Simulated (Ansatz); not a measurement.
# Zr2NS2 MXene monolayer in a perpendicular field, part 3 of 3

Aim: how the Zr2NS2 MXene monolayer screens a field along its normal, and what the field does to its bands. A positive field points along +c.

Ansatz 0.2.0; plane-wave DFT, PBE-D3(BJ), Ansatz PAW.

So far. Step 8 (Atoms held, field 0.3 V/Å): The dipole is 0.125 e·Å.

## Step 9: Response, atoms held

This step: plane-wave DFT, PBE-D3(BJ), Ansatz PAW; response to a field along the normal, atoms held (Ansatz 0.2.0).

The dipoles give the slope, and the difference of two potentials shows where the field is screened.

This step gave:

```
equivalent conductor thickness p/(ε₀AE) : 7.481 Å
distance between the outer atoms        : 5.724 Å
```

Table of dipole of the cell by applied field:

| applied field (V/Å) | dipole of the cell (e·Å) |
| --- | --- |
| -0.050 | -0.0208 |
| 0.000 | -1.6e-6 |
| 0.050 | 0.0208 |
| 0.100 | 0.0416 |
| 0.200 | 0.0832 |
| 0.300 | 0.125 |

Local field over the applied field, running mean. From the potentials at -0.05 and 0.05 V/Å; running mean over 2.5 Å. Table of local field over applied field by z:

z (Å), local field over applied field and a bar:
```
     4.00      1.000 ##############################
     4.45      0.999 ##############################
     4.89      0.998 ##############################
     5.34      0.995 ##############################
     5.63      0.991 ##############################
     6.08      0.974 #############################
     6.52      0.934 ############################
     6.97      0.851 #########################
     7.41      0.719 #####################
     7.86      0.562 ################
     8.30      0.401 ###########
     8.75      0.248 ######
     9.04      0.166 ####
     9.49      0.086 #
     9.93      0.054 
    10.38      0.044 
    10.82      0.043 
    11.27      0.049 
    11.71      0.052 
    12.01      0.052 
    12.46      0.049 
    12.90      0.043 
    13.34      0.044 
    13.79      0.054 
    14.23      0.086 #
    14.68      0.166 ####
    14.98      0.248 ######
    15.42      0.401 ###########
    15.87      0.562 ################
    16.31      0.718 #####################
    16.76      0.851 #########################
    17.20      0.934 ############################
    17.64      0.974 #############################
    18.09      0.991 ##############################
    18.39      0.995 ##############################
    18.83      0.998 ##############################
    19.28      0.999 ##############################
    19.72      1.000 ##############################
```

The induced electron density oscillates, so the rows of the table below give means over windows of 1 Å about each position, cut where the curve ends. Its maxima inside the range that stand out by 2 % of the span (Å: e/Å³ per V/Å): 8.2: 0.00385, 11.3: 3.6e-4, 13.6: 6.6e-4. Its minima: 10.1: -6.7e-4, 12.5: -3.6e-4, 15.6: -0.00385.

Electrons, planar mean, per unit field. The induced electron density by z; means over each step:

| z (Å) | induced electron density (e/Å³ per V/Å) |
| --- | --- |
| 5 | 1.0e-5 |
| 6 | 1.1e-4 |
| 7 | 9.8e-4 |
| 8 | 0.00323 |
| 9 | 0.00108 |
| 10 | -2.6e-4 |
| 11 | 1.6e-4 |
| 12 | -7.5e-5 |
| 13 | 3.2e-5 |
| 14 | -5.3e-5 |
| 15 | -0.00177 |
| 16 | -0.00281 |
| 17 | -5.7e-4 |
| 18 | -5.9e-5 |
| 19 | -5.0e-6 |

By hand: between -0.05 and 0.05 V/Å the dipole changes by 0.04161 e·Å, a slope of 0.4161 e·Å²/V. A perfect conductor of thickness t has p = ε₀AEt, so t = 180.95 × 0.4161 / 10.063 = 7.48 Å (e/ε₀ = 180.95 V·Å, A in Å²).

The induced dipole is that of a conductor 7.48 Å thick.

## Step 10: A changed input

This step: plane-wave DFT, PBE-D3(BJ), Ansatz PAW (Ansatz 0.2.0).

A run with a changed input: it repeats the earlier run at 0.05 V/Å with scf.occupations.method from fermi_dirac to gaussian, scf.occupations.width from 0.02585 to 0.15, basis.ecutwfc to 300 eV and scf.lower_state_search to standard.

File input.yaml:

```yaml
crystal:
  lattice:
    - [3.4088168459, 0.0, 0.0]
    - [-1.704408423, 2.9521219854, 0.0]
    - [0.0, 0.0, 23.7240374306]
  atoms:
    - { symbol: S, position: [0.3333333333, 0.6666666667, 0.3793620722] }
    - { symbol: Zr, position: [0.6666666667, 0.3333333333, 0.4457794659] }
    - { symbol: "N", position: [0.0, 0.0, 0.5] }
    - { symbol: Zr, position: [0.3333333333, 0.6666666667, 0.5542205341] }
    - { symbol: S, position: [0.6666666667, 0.3333333333, 0.6206379278] }
kpoints:
  mp_grid: { grid: [18, 18, 1] }
  band_path:
    path: [[0, 0, 0], [0.5, 0, 0], [0.33333333, 0.33333333, 0], [0, 0, 0]]
    npoints: 16
hamiltonian:
  xc: pbe
  dispersion: d3bj
scf:
  occupations: { method: gaussian, width: 0.15 }
  convergence: { dr2_threshold: 1.0e-10 }
  lower_state_search: standard
efield:
  axis: 3
  dipole_correction: true
  ramp_position: 0.97
  ramp_width: 0.06
  amplitude: 0.05
output:
  write_potential: true
  write_density: true
  volumetric_format: npy
basis:
  ecutwfc: "300 eV"
```

Command:

```
ansatz run input.yaml --threads 4 --pin off --max-ram 6144MiB --backend cpu --events-out ev --progress --plain --runs-dir out
```

Numbers of over 12 decimals in the logs are rounded to 6 here.

What it wrote:

```text
Warning: basis.ecutwfc = 300 eV is below the records' recommended 420 eV, and the density's cutoff is lower with it unless basis.ecutrho_ratio is high enough to keep the records' density cutoff: compare with a run at a higher cutoff
[...]
Crystal: 5 atoms, lattice volume = 238.741 Å³
Basis set: ecut = 300 eV, 2803 PW (Γ)
Bands: 26, of which v1, the nominal top of the filled ones, is band 21 counted from 1 (20 counted from 0)
Symmetry: 6 space group operations
k-points: 37 of 324 (time reversal used)
[...]
SCF iter   1: F=—  HF=-10567.468212 eV  |F-HF|=—  |Δ(HF+E_count)|=         —  Δρ=5.40e-2  dr2=1.06e1  ethr=3.10e-3  p=0.022 e·Å  D=1.66e-2 V/Å  ΔV_dip=-0.39 eV  dr2_dipole=3.65e-5  V_vac-E_F(+/−)=7.88/7.20 eV  ⟨swp⟩=7.5  Hψ=5110  notcnv=0
[...]
SCF iter  12: F=-10564.810849 eV  HF=-10564.810849 eV  |F-HF|=9.09e-12  |Δ(HF+E_count)|=  3.27e-11  Δρ=7.95e-8  dr2=1.78e-11  ethr=1.00e-12  p=0.021 e·Å  D=1.58e-2 V/Å  ΔV_dip=-0.37 eV  dr2_dipole=1.58e-15  V_vac-E_F(+/−)=6.13/5.43 eV  ⟨swp⟩=10.3  Hψ=3209  notcnv=0
SCF 1 converged in 12 iterations: F = -10564.810849 eV  dr2 = 1.78e-11
[...]
SCF converged after 12 iterations
Free energy (F): -10564.810849 eV
[...]
Internal energy: -10564.794677 eV  (E = F + TS)
E sigma→0 (E₀):  -10564.802763 eV
Entropy (-TS):   -0.016172 eV (-3.234 meV/atom)
Fermi energy:    0.306978 eV
Dipole field:    D = 0.015765 V/Å  (p = 0.020800 e·Å, saw-weighted, corrected)
Work function:   not extracted (applied field tilts the vacuum); planar V_es + V_field profile in the machine report
[...]
--- Band table (eV; the first three rows and the last of 37) ---
  k-point 0: bands = [... 17 lower, -1.4346, -0.3040, -0.3040, 0.8156, 0.8156, 1.2389, 2.2593, 2.6395, ... 1 higher]
  k-point 1: bands = [... 17 lower, -1.1379, -0.6054, -0.4483, 0.8258, 0.9751, 1.2920, 2.3544, 2.6052, ... 1 higher]
  k-point 2: bands = [... 17 lower, -1.2271, -0.9790, -0.7115, 0.6295, 1.2848, 1.5037, 2.4583, 2.7183, ... 1 higher]
  k-point 36: bands = [... 17 lower, -2.5663, -2.3654, -2.3484, 1.7303, 1.7329, 2.1968, 3.7570, 3.7570, ... 1 higher]
```

It took 8 s on 4 threads of Intel Xeon Platinum 8259CL at 2.50GHz (Skylake/Cascade Lake), shared host; peak memory 0.52 GiB.

| quantity | this run | earlier run | difference |
| --- | --- | --- | --- |
| dipole along the normal (e·Å) | 0.02080 | 0.02080 | -2.2e-6 |

The dipole moves by under 0.5 % or 5e-5 e·Å. The run took 12 SCF cycles against 11.

The change did no harm here.

## Step 11: A changed input

An input spoilt on purpose, to show how the run answers: it repeats the earlier run at 0.05 V/Å with crystal.atoms[0].spin to 2.0, and scf.max_iter set to 75.

input.yaml, the sections that differ from step 10:

```yaml
crystal:
  lattice:
    - [3.4088168459, 0.0, 0.0]
    - [-1.704408423, 2.9521219854, 0.0]
    - [0.0, 0.0, 23.7240374306]
  atoms:
    - { symbol: S, position: [0.3333333333, 0.6666666667, 0.3793620722], spin: 2.0 }
    - { symbol: Zr, position: [0.6666666667, 0.3333333333, 0.4457794659] }
    - { symbol: "N", position: [0.0, 0.0, 0.5] }
    - { symbol: Zr, position: [0.3333333333, 0.6666666667, 0.5542205341] }
    - { symbol: S, position: [0.6666666667, 0.3333333333, 0.6206379278] }
scf:
  occupations: { method: fermi_dirac, width: 0.02585 }
  convergence: { dr2_threshold: 1.0e-10 }
  max_iter: 75
# kpoints, hamiltonian, efield, output: as in step 10
# basis: removed
```

What it wrote:

```text
Error: inconsistent input (magnetization.spin_polarized): false but per-atom `spin:`, `per_species`, `initial_magnetization`, `magnetic_field`, or `spin_locking` is set
```

The job ended after 0.03 s (4 threads; peak memory 0.043 GiB).

The input was rejected at the start.

The program's message: “Error: inconsistent input (magnetization.spin_polarized): false but per-atom `spin:`, `per_species`, `initial_magnetization`, `magnetic_field`, or `spin_locking` is set”

The fault put into the input: a moment without spin polarisation.

## Step 12: Summary of results

```
gap without field                          : none
work function, upper face                  : 5.79 eV
equivalent conductor thickness, atoms held : 7.48 Å
```

**Reading.** The induced dipole equals that of a perfect conductor 7.48 Å thick, while the outer atoms lie 5.72 Å apart. There is no gap over 0.03 eV, with or without the field. The first relaxation ran with spin and lost its moment, and the later runs have none; other magnetic states were not tried. Spin-orbit coupling is left out. The MXene's terminations sit over the metal atoms of its far layer; the site over carbon or nitrogen, which some compounds prefer, was not run.

[Logs are printed without paths, hosts, clocks, repeated set-up lines and the standing remarks that a program may print on its own settings, such as how far it seeks lower states.]

[Hosts, paths, dates, database ids (printed as entryN), source tags and the programs' standing remarks are cut or masked in the printed files.]

[Maps of the electrostatic potential energy from Ansatz leave out the sawtooth potential of an applied field or a dipole correction, so their vacuum need not be flat; planar profiles and work functions include it.]
